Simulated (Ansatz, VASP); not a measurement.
Two plane-wave programs on GaP

POSCAR

```
GaP
1.0
    0.0000000000      2.6471803359      2.7253992957
    2.6471803359      0.0000000000      2.7253992957
    2.6471803359      2.6471803359      0.0000000000
Ga P
1 1
Direct
    0.0000000000      0.0000000000      0.0000000000
    0.2500000000      0.2500000000      0.2500000000
```

File INCAR.step1:

```
SYSTEM = GaP
PREC = Accurate
ENCUT = 520
ISMEAR = 0
SIGMA = 0.01
LREAL = .False.
LASPH = .True.
NELM = 60
NBANDS = 16
GGA = PE
ALGO = Normal
EDIFF = 1E-4
LWAVE = .True.
LCHARG = .False.
```

The input INCAR.step2:

```
SYSTEM = GaP
PREC = Accurate
ENCUT = 520
EDIFF = 1E-6
ISMEAR = 0
SIGMA = 0.01
LREAL = .False.
LASPH = .True.
NELM = 60
ALGO = Normal
ISIF = 2
LWAVE = .False.
LCHARG = .False.
METAGGA = R2SCAN
LMIXTAU = .True.
NBANDS = 16
ISTART = 1
```

The input KPOINTS:

```
Automatic mesh
0
Gamma
  8 8 8
  0 0 0
```

Input for Ansatz:

```yaml
crystal:
  lattice:
    - [0.0, 2.6471803359, 2.7253992957]
    - [2.6471803359, 0.0, 2.7253992957]
    - [2.6471803359, 2.6471803359, 0.0]
  atoms:
    - { symbol: Ga, position: [0.0, 0.0, 0.0] }
    - { symbol: P, position: [0.25, 0.25, 0.25] }
kpoints:
  mp_grid: { grid: [8, 8, 8] }
  band_path:
    path:
      - [0.0, 0.0, 0.0]
      - [-0.5, -0.5, 0.0]
      - [-0.375, -0.375, 0.25]
      - [-0.375, 0.0, 0.375]
      - [0.0, 0.0, 0.5]
      - [-0.5, -0.25, 0.25]
      - [-0.45, -0.45, 0.0]
    npoints: 1
hamiltonian:
  xc: r2scan
scf:
  occupations: { method: fixed }
  n_extra_bands: 4
output:
  forces: true
  stress: true
  eigenvalues: true
```

Change from the starting cell: biaxial_xy strain -2.9%.

Alike in both runs: task single point; functional r2SCAN; k mesh 8 × 8 × 8; no spin polarisation.

|  | VASP | Ansatz |
| --- | --- | --- |
| version | VASP 6.6.1 | Ansatz 0.2.0 |
| potentials or method | VASP PAW PBE potentials, release 64 (Ga_d, P) | plane waves, PAW |
| plane-wave cutoff (eV) | 520 | 500 |
| occupations | gaussian, width 0.01 eV | fixed |
| valence electrons in the cell | 18 | 18 |

```csv
,VASP,Ansatz,Ansatz less VASP
gap on the k mesh at the Fermi level (eV),1.65,1.64,-0.007
pressure (GPa),5.8,5.8,+0.05
largest component of the traceless stress (GPa),1.68,1.69,+0.014
```

Caveats: the PAW data sets were made with another functional, which shifts forces and pressure a little (VASP). A k mesh can miss the band edges.
